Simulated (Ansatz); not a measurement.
# ZrN (Fm-3m) in Ansatz: settings compared

The runs below take ZrN through relaxation of cell and atoms, single point, with revPBE, BLYP, PBE, LDA, PBEsol.

Program: Ansatz 0.2.0. These are calculated values, not measurements. Logs are shortened: lines on timing, memory, paths and dates and some standing lists are left out, and cuts for length are marked.

## 1. The structure

The structure is cubic, space group Fm-3m (No. 225). The conventional cell has a = 4.600 Å, b = 4.600 Å, c = 4.600 Å, α = 90.00°, β = 90.00°, γ = 90.00°. Around Zr (site symmetry m-3m) lie 6 N at 2.30 Å. Around N (site symmetry m-3m) lie 6 Zr at 2.30 Å.

## 2. Relaxation of cell and atoms, revPBE

input.yaml reads:

```yaml
crystal:
  lattice:
    - [0.0, 2.3, 2.3]
    - [2.3, 0.0, 2.3]
    - [2.3, 2.3, 0.0]
  atoms:
    - { symbol: Zr, position: [0.5, 0.5, 0.5] }
    - { symbol: "N", position: [0.0, 0.0, 0.0] }
hamiltonian:
  xc: revpbe
  pseudopotentials: { kind: paw }
kpoints:
  mp_grid: { grid: [10, 10, 10] }
scf:
  occupations: { method: fermi_dirac, width: 0.05 }
output:
  forces: true
  stress: true
relax:
  f_tol: 0.01
  max_steps: 40
  cell: { stress_tol: 0.05 }
```

Potentials or basis: Ansatz PAW.

The run is started by

```sh
$ ansatz run input.yaml --threads 2 --pin off --max-ram 5632MiB --backend cpu --events-out ev --progress --plain --runs-dir out
```

What it wrote:

```text
Warning: RAYON_NUM_THREADS=2 ignored (pool sized by the plan → 2); use --threads N
Engine: ansatz 0.2.0, aarch64-unknown-linux-gnu
Pseudopotentials: kind: paw
Pseudopotential: Zr, paw, valence charge 12, recommended cutoff 420 eV (normal), Zr.paw.azcp
Pseudopotential: N, paw, valence charge 5, recommended cutoff 420 eV (normal), N.paw.azcp
Functional definition: revPBE
  parameter kappa = 1.245
  parameter beta = 0.06672455060314922
  exchange = pbe_x(kappa = kappa, mu = beta*pi^2/3)
  correlation = pbe_c(beta = beta)
Crystal: 2 atoms, lattice volume = 24.334 Å³
Basis set: ecut = 420 eV, 531 PW (Γ), exchange–correlation on 48×48×48 points (8 copies of the dense FFT grid, shifted against one another)
Bands: 13, of which v1, the nominal top of the filled ones, is band 9 counted from 1 (8 counted from 0)
Symmetry: 48 space group operations
Space group: Fm-3m (ITA 225), of the structure as read, at distance tolerance 2.9e-5 Å
k-points: 47 of 1000
Non-local potential: Zr, projectors of the file, l = 0: 3, l = 1: 2, l = 2: 2, l = 3: 2
Non-local potential: N, projectors of the file, l = 0: 2, l = 1: 2, l = 2: 1
PAW form: soft (Blöchl's): semilocal exchange-correlation on the pseudo side does not see the compensation charge
PAW frozen core: Zr, regenerated for the run's functional, and the local potential with it (the file was generated under x = pbe(κ = 0.804, μ = 0.2195149727645171), c = pbe(β = 0.06672455060314922))
PAW frozen core: N, regenerated for the run's functional, and the local potential with it (the file was generated under x = pbe(κ = 0.804, μ = 0.2195149727645171), c = pbe(β = 0.06672455060314922))
PAW one-centre angular grid: Zr, 590 points (default); XC on 64 Gauss nodes
PAW one-centre angular grid: N, 110 points (default); XC on 64 Gauss nodes
Initial density: superposition of atomic densities (neutral atoms: chi_scale 0, normalization atom), corrected by the library's trained network
Initial wavefunctions: pseudopotential atomic-orbital guess
Functional: x = revpbe(κ = 1.245, μ = 0.2195149727645171), c = pbe(β = 0.06672455060314922)
SCF iter   1: F=—  HF=-4577.165314 eV  |F-HF|=—  |Δ(HF+E_count)|=         —  Δρ=2.16e-3  dr2=3.01e-4  ethr=1.77e-3  ⟨swp⟩=5.0  Hψ=3000  notcnv=0
preconditioner: auto → none  [metal: Δε(μ)=0.014 eV  Ē_g=18.815 eV  σ=0.050 eV  W_gap=0.07  n_scr=8 (ndim 8)  ℏωp=29.2 eV  f_vac=0.000  D(μ)=0.82/eV (n_scr^D=8)  sad-step TF]
SCF iter   2: F=—  HF=-4577.165157 eV  |F-HF|=—  |Δ(HF+E_count)|=   1.58e-4  Δρ=1.10e-3  dr2=7.91e-5  ethr=1.77e-6  ⟨swp⟩=2.0  Hψ=1349  notcnv=0
SCF iter   3: F=—  HF=-4577.165207 eV  |F-HF|=—  |Δ(HF+E_count)|=   5.05e-5  Δρ=2.14e-4  dr2=7.13e-6  ethr=4.65e-7  ⟨swp⟩=1.8  Hψ=820  notcnv=0
iter 4 did not close the SCF: its close was put off for the readings that it lacked (scf_convergence_deferred on its scf_iter line)
SCF iter   4: F=-4577.165207 eV  HF=-4577.165207 eV  |F-HF|=3.52e-8  |Δ(HF+E_count)|=   6.74e-7  Δρ=2.02e-5  dr2=5.48e-8  ethr=4.19e-8  ⟨swp⟩=2.1  Hψ=984  notcnv=0
iter 5 did not close the SCF: its close was put off for the readings that it lacked (scf_convergence_deferred on its scf_iter line)
SCF iter   5: F=-4577.165207 eV  HF=-4577.165207 eV  |F-HF|=2.28e-10  |Δ(HF+E_count)|=   5.10e-8  Δρ=6.12e-6  dr2=5.23e-9  ethr=3.22e-10  ⟨swp⟩=2.6  Hψ=1010  notcnv=0
SCF iter   6: F=-4577.165207 eV  HF=-4577.165207 eV  |F-HF|=7.64e-11  |Δ(HF+E_count)|=   1.86e-9  Δρ=1.01e-6  dr2=1.25e-10  ethr=3.07e-11  ⟨swp⟩=1.1  Hψ=1841  notcnv=0
SCF 1 converged in 6 iterations: F = -4577.165207 eV  dr2 = 1.25e-10
relax step   1: F+E_penalty+E_count = -4577.16520667 eV  Δ(F+E_penalty+E_count) = +0.000e0 eV  max|allowed force component| = 1.387e-29 eV/Å  Δτ_max = 0.0000 Å  P = +1.910 GPa  Ω = 24.334 Å³  (6 SCF iters, dr2 threshold 1.00e-7 eV, accepted)
[... 14 lines left out ...]
relax step   2: F+E_penalty+E_count = -4577.16525665 eV  Δ(F+E_penalty+E_count) = -4.998e-5 eV  max|allowed force component| = 4.043e-30 eV/Å  Δτ_max = 0.0000 Å  P = -1.176 GPa  Ω = 24.642 Å³  energy of the carried Pulay correction = -6.243e-4 eV  (6 SCF iters, dr2 threshold 2.00e-7 eV, accepted)
[... 12 lines left out ...]
relax step   3: F+E_penalty+E_count = -4577.16593678 eV  Δ(F+E_penalty+E_count) = -6.801e-4 eV  max|allowed force component| = 3.944e-29 eV/Å  Δτ_max = 0.0000 Å  P = -0.015 GPa  Ω = 24.524 Å³  energy of the carried Pulay correction = -3.855e-4 eV  (6 SCF iters, dr2 threshold 2.00e-7 eV, accepted)
[... 16 lines left out ...]
relax step   4: F+E_penalty+E_count = -4577.16638059 eV  Δ(F+E_penalty+E_count) = -4.438e-4 eV  max|allowed force component| = 5.916e-29 eV/Å  Δτ_max = 0.0000 Å  P = +0.010 GPa  Ω = 24.524 Å³  stress off target by 1.03e-2 GPa  SCF on the basis re-selected at this cell (its energy is not comparable with the rows above)  (8 SCF iters)
basis re-selected at this cell: Δ(F+E_penalty+E_count) = -4.438e-4 eV, ΔP = +0.025 GPa vs the last step (what re-selecting the basis moved, of the pressure what is left beyond the Pulay correction that the steps carried, after the strain that the cell walked since its last selection, with what the two solves' SCF thresholds leave and, on support functions, any second-order correction that the steps lacked; it is no measure of the basis error at this ecutwfc). This SCF's stress stands 1.03e-2 GPa from its target on what of the cell is left free (relax.cell.stress_tol is 5.00e-2 GPa) and its largest allowed force component is 5.92e-29 eV/Å (relax.f_tol is 1.00e-2 eV/Å): within both
SCF converged after 8 iterations
Free energy (F): -4577.166381 eV
Harris-Foulkes:  -4577.166381 eV  (|F-HF|=9.09e-13)
Internal energy: -4577.159917 eV  (E = F + TS)
E sigma→0 (E₀):  -4577.163149 eV
Entropy (-TS):   -0.006464 eV (-3.232 meV/atom)
Fermi energy:    17.468803 eV
--- Per-component energies (eV) ---
  E_band       = -30.501323
  E_kinetic    = 466.432572
  E_local      = -631.952246  (includes V_loc(G=0)·N_el)
  E_nonlocal   = 121.989249
  E_hartree    = 190.333615
  E_xc         = -224.250790
  E_vxc        = -270.375748  (∫ρ·V_xc dr)
  E_paw        = -3085.869456  (= ΣΔE_a)
  E_vpaw       = -97.262494  (= ΣTr[D̂ρ^β])
  E_aug_tail   = 0.000114  (compensation charges beyond the density's cutoff)
  E_ewald      = -1413.773242
  E_core_change = -0.069731  (= ΣΔE_core)
  E_smearing   = -0.006464  (= −TS)
  E_closure    = 0.000000  (closes the sum)
  Σ components = -4577.166381   (vs F -4577.166381, Δ=0.00e0)
--- Forces (eV/Å), atoms counted from 1 ---
  atom   1  Zr     0.00000000    -0.00000000    -0.00000000
  atom   2  N     -0.00000000     0.00000000     0.00000000
  max |Σ_I F_I| component: 1.09e-28 eV/Å
--- Stress (GPa, compression-positive) ---
        0.010282      -0.000000      -0.000000
       -0.000000       0.010282      -0.000000
       -0.000000      -0.000000       0.010282
  P = ⅓ Tr σ = 0.0103 GPa (0.103 kbar)
--- Relaxed structure (3 steps of the walk, 3 accepted, 1 SCFs on fresh bases) ---
  F+E_penalty+E_count = -4577.16638059 eV   max|allowed force component| = 5.916e-29 eV/Å   (the final SCF, on the basis selected at the relaxed cell)
  cell:  # Å, volume = 24.5239 Å³
    - [-1.6295331905812595e-33, 2.305966989702329, 2.305966989702329]
    - [2.305966989702329, -3.057223219737353e-34, 2.305966989702329]
    - [2.305966989702329, 2.305966989702329, -6.104587840021415e-34]
  atoms:
    - { symbol: Zr, position: [0.49999999999999994, 0.49999999999999994, 0.49999999999999994] }
    - { symbol: N, position: [8.72250880615987e-37, -3.05287808214134e-36, -4.7973798433624065e-36] }
```

Run time: 2.4 s. Hardware: 2 threads of Arm Neoverse V1, shared host; peak memory 0.3 GiB.

Results:

```
Free energy                            : -4577.1664 eV
Relaxed volume                         : 12.26 Å³/atom
Relaxed cell                           : a = 3.261 Å, b = 3.261 Å, c = 3.261 Å, α = 60.00°, β = 60.00°, γ = 60.00°
Space group after relaxing (to 0.05 Å) : Fm-3m (No. 225)
Energy gained by relaxing              : 0.6 meV/atom
Ionic steps                            : 4
Pressure after relaxing                : 0.0 GPa
```

Step by step:
```tsv
step	energy change (eV)	largest force (eV/Å)	volume (Å³)
1	0.0000	0.0000	24.33
2	0.0000	0.0000	24.64
3	-0.0007	0.0000	24.52
4	-0.0012	0.0000	24.52
```

Final structure:
```xyz
2
Lattice="0.0000 2.3060 2.3060 2.3060 0.0000 2.3060 2.3060 2.3060 0.0000" Properties=species:S:1:pos:R:3 pbc="T T T"
Zr    2.3060    2.3060    2.3060
N     0.0000    0.0000    0.0000
```

Caveat: the plane-wave basis is chosen anew once the cell has moved, so the energies of steps on either side of that aren't comparable; the pressure holds a Pulay correction of +0.3 GPa for the finite cutoff; the PAW data sets come from PBE, with cores solved anew for the run's functional, which leaves a small shift of forces and pressure. revPBE gives volumes clearly too large for solids.

## 3. Relaxation of cell and atoms, BLYP

Edit input.yaml of step 2 so:

```diff
@@ -9,3 +9,3 @@
 hamiltonian:
-  xc: revpbe
+  xc: blyp
   pseudopotentials: { kind: paw }
@@ -18,2 +18,6 @@
   stress: true
+  write_density: true
+  write_potential: true
+  elf: true
+  volumetric_format: npy
 relax:
```

Potentials or basis: Ansatz PAW.

The run is started by

```sh
$ ansatz run input.yaml --threads 2 --pin off --max-ram 5632MiB --backend cpu --events-out ev --progress --plain --runs-dir out
```

Run time: 4.6 s. Hardware: 2 threads of Arm Neoverse V1, shared host; peak memory 0.3 GiB.

Results (log left out):

```
Free energy                            : -4585.3578 eV
Relaxed volume                         : 12.54 Å³/atom
Relaxed cell                           : a = 3.286 Å, b = 3.286 Å, c = 3.286 Å, α = 60.00°, β = 60.00°, γ = 60.00°
Space group after relaxing (to 0.05 Å) : Fm-3m (No. 225)
Energy gained by relaxing              : 8.5 meV/atom
Ionic steps                            : 7
Pressure after relaxing                : 0.0 GPa
Band gap on the k mesh                 : none (metal or under the smearing width)
```

The path:
```csv
step,energy change (eV),largest force (eV/Å),volume (Å³)
1,0.0000,0.0000,24.33
2,-0.0068,0.0000,25.56
3,-0.0147,0.0000,25.10
4,-0.0148,0.0000,25.07
5,-0.0171,0.0000,25.07
6,-0.0171,0.0000,25.09
7,-0.0171,0.0000,25.09
```

Final structure:
```
CELL_PARAMETERS angstrom
0.00000 2.32350 2.32350
2.32350 0.00000 2.32350
2.32350 2.32350 0.00000
ATOMIC_POSITIONS crystal
Zr 0.50000 0.50000 0.50000
N 0.00000 0.00000 0.00000
```

Levels at points of the mesh, in eV from the Fermi level:
| k point | band 6 | band 7 | band 8 | band 9 | band 10 | band 11 | band 12 | band 13 |
| --- | --- | --- | --- | --- | --- | --- | --- | --- |
| (0.00, 0.00, 0.00) | -2.69 | -2.69 | -2.69 | -0.43 | -0.43 | -0.43 | 1.42 | 1.42 |
| (0.00, 0.00, -0.50) | -7.40 | -5.55 | -5.55 | 2.73 | 2.75 | 2.75 | 4.88 | 7.11 |
| (0.00, -0.50, -0.50) | -4.56 | -3.24 | -3.20 | -3.20 | 3.06 | 4.06 | 4.06 | 4.44 |

Caveat: the plane-wave basis is chosen anew once the cell has moved, so the energies of steps on either side of that aren't comparable; the pressure holds a Pulay correction of +0.5 GPa for the finite cutoff; the PAW data sets come from PBE, with cores solved anew for the run's functional, which leaves a small shift of forces and pressure. BLYP gives volumes clearly too large for solids.

## 4. Single point, PBE

input.yaml reads:

```yaml
crystal:
  lattice:
    - [0.0, 2.3, 2.3]
    - [2.3, 0.0, 2.3]
    - [2.3, 2.3, 0.0]
  atoms:
    - { symbol: Zr, position: [0.5, 0.5, 0.5] }
    - { symbol: "N", position: [0.0, 0.0, 0.0] }
hamiltonian:
  xc: pbe
  pseudopotentials: { kind: paw }
kpoints:
  mp_grid: { grid: [10, 10, 10] }
scf:
  occupations: { method: gaussian, width: 0.012 }
output:
  forces: true
  stress: true
  eigenvalues: true
```

The run is started by

```sh
$ ansatz run input.yaml --threads 2 --pin off --max-ram 5632MiB --backend cpu --events-out ev --progress --plain --runs-dir out
```

Wall time 1.2 s (2 threads of Arm Neoverse V1, shared host); peak memory 0.28 GiB.

The run converged. Its results:

```yaml
Free_energy: -4571.3060 eV
Pressure: -0.9 GPa
Band_gap_on_the_k_mesh: none (metal or under the smearing width)
```

Levels at points of the mesh, in eV from the Fermi level:
```
             k point  band 6  band 7  band 8  band 9  band 10  band 11  band 12  band 13
  (0.00, 0.00, 0.00)   -2.69   -2.69   -2.69   -0.43    -0.43    -0.43     1.53     1.53
 (0.00, 0.00, -0.50)   -7.65   -5.69   -5.69    2.94     3.00     3.00     4.67     7.57
(0.00, -0.50, -0.50)   -4.61   -3.47   -3.20   -3.20     3.29     4.43     4.43     4.81
```

Caveat: the pressure holds a Pulay correction of +0.4 GPa for the finite cutoff.

## 5. Relaxation of cell and atoms, LDA

Edit input.yaml of step 4 so:

```diff
@@ -9,3 +9,3 @@
 hamiltonian:
-  xc: pbe
+  xc: lda
   pseudopotentials: { kind: paw }
@@ -14,3 +14,3 @@
 scf:
-  occupations: { method: gaussian, width: 0.012 }
+  occupations: { method: fermi_dirac, width: 0.05 }
 output:
@@ -18,2 +18,5 @@
   stress: true
-  eigenvalues: true
+relax:
+  f_tol: 0.01
+  max_steps: 40
+  cell: { stress_tol: 0.05 }
```

The run is started by

```sh
$ ansatz run input.yaml --threads 2 --pin off --max-ram 5632MiB --backend cpu --events-out ev --progress --plain --runs-dir out
```

It took 3.8 s on 2 threads of Arm Neoverse V1, shared host; peak memory 0.29 GiB.

It converged, with:

| Item | Value |
| --- | --- |
| Free energy | -4455.3419 eV |
| Relaxed volume | 11.58 Å³/atom |
| Relaxed cell | a = 3.199 Å, b = 3.199 Å, c = 3.199 Å, α = 60.00°, β = 60.00°, γ = 60.00° |
| Space group after relaxing (to 0.05 Å) | Fm-3m (No. 225) |
| Energy gained by relaxing | 24.3 meV/atom |
| Ionic steps | 7 |
| Pressure after relaxing | 0.0 GPa |

The path:
| step | energy change (eV) | largest force (eV/Å) | volume (Å³) |
| --- | --- | --- | --- |
| 1 | 0.0000 | 0.0000 | 24.33 |
| 2 | -0.0269 | 0.0000 | 22.36 |
| 3 | -0.0510 | 0.0000 | 23.24 |
| 4 | -0.0513 | 0.0000 | 23.18 |
| 5 | -0.0485 | 0.0000 | 23.18 |
| 6 | -0.0486 | 0.0000 | 23.16 |
| 7 | -0.0486 | 0.0000 | 23.16 |

Final structure:
```yaml
crystal:
  lattice:
    - [0.00000, 2.26231, 2.26231]
    - [2.26231, 0.00000, 2.26231]
    - [2.26231, 2.26231, 0.00000]
  atoms:
    - { symbol: Zr, position: [0.50000, 0.50000, 0.50000] }
    - { symbol: N, position: [0.00000, 0.00000, 0.00000] }
```

Caveat: the plane-wave basis is chosen anew once the cell has moved, so the energies of steps on either side of that aren't comparable; the pressure holds a Pulay correction of +0.5 GPa for the finite cutoff; the PAW data sets come from PBE, with cores solved anew for the run's functional, which leaves a small shift of forces and pressure. Zero-point motion and thermal expansion aren't in these numbers.

## 6. Relaxation of cell and atoms, PBEsol

Edit input.yaml of step 5 so:

```diff
@@ -9,3 +9,3 @@
 hamiltonian:
-  xc: lda
+  xc: pbesol
   pseudopotentials: { kind: paw }
```

Potentials or basis: Ansatz PAW.

The run is started by

```sh
$ ansatz run input.yaml --threads 2 --pin off --max-ram 5632MiB --backend cpu --events-out ev --progress --plain --runs-dir out
```

Run time: 3.9 s. Hardware: 2 threads of Arm Neoverse V1, shared host; peak memory 0.3 GiB.

It converged, with:

| Item | Value |
| --- | --- |
| Free energy | -4510.9744 eV |
| Relaxed volume | 11.79 Å³/atom |
| Relaxed cell | a = 3.219 Å, b = 3.219 Å, c = 3.219 Å, α = 60.00°, β = 60.00°, γ = 60.00° |
| Space group after relaxing (to 0.05 Å) | Fm-3m (No. 225) |
| Energy gained by relaxing | 9.5 meV/atom |
| Ionic steps | 7 |
| Pressure after relaxing | 0.0 GPa |

The path:
```tsv
step	energy change (eV)	largest force (eV/Å)	volume (Å³)
1	0.0000	0.0000	24.33
2	-0.0123	0.0000	23.09
3	-0.0204	0.0000	23.62
4	-0.0205	0.0000	23.59
5	-0.0189	0.0000	23.59
6	-0.0189	0.0000	23.58
7	-0.0189	0.0000	23.58
```

Final structure:
```
Zr N
1.0
     0.00000    2.27613    2.27613
     2.27613    0.00000    2.27613
     2.27613    2.27613    0.00000
Zr N
1 1
Cartesian
  2.2761 2.2761 2.2761
  0.0000 0.0000 0.0000
```

Caveat: the plane-wave basis is chosen anew once the cell has moved, so the energies of steps on either side of that aren't comparable; the pressure holds a Pulay correction of +0.4 GPa for the finite cutoff; the PAW data sets come from PBE, with cores solved anew for the run's functional, which leaves a small shift of forces and pressure.

## 7. Summary

```tsv
task	level	cell	smearing	gap on the mesh (eV)	pressure (GPa)	relaxed volume (Å³/atom)
relaxation of cell and atoms	revPBE	relaxed	fermi-dirac 0.05 eV	-	0.0	12.26
relaxation of cell and atoms	BLYP	relaxed	fermi-dirac 0.05 eV	none	0.0	12.54
single point	PBE	as given	gaussian 0.012 eV	none	-0.9	-
relaxation of cell and atoms	LDA	relaxed	fermi-dirac 0.05 eV	-	0.0	11.58
relaxation of cell and atoms	PBEsol	relaxed	fermi-dirac 0.05 eV	-	0.0	11.79
```

Alike in all rows: potentials or basis Ansatz PAW; no spin polarisation; k mesh 10 × 10 × 10; cutoff (eV) 420.

Caveats: the plane-wave basis is chosen anew once the cell has moved, so the energies of steps on either side of that aren't comparable (some runs); the PAW data sets come from PBE, with cores solved anew for the run's functional, which leaves a small shift of forces and pressure (some runs).

Absolute energies hang on the potentials; compare differences alone.
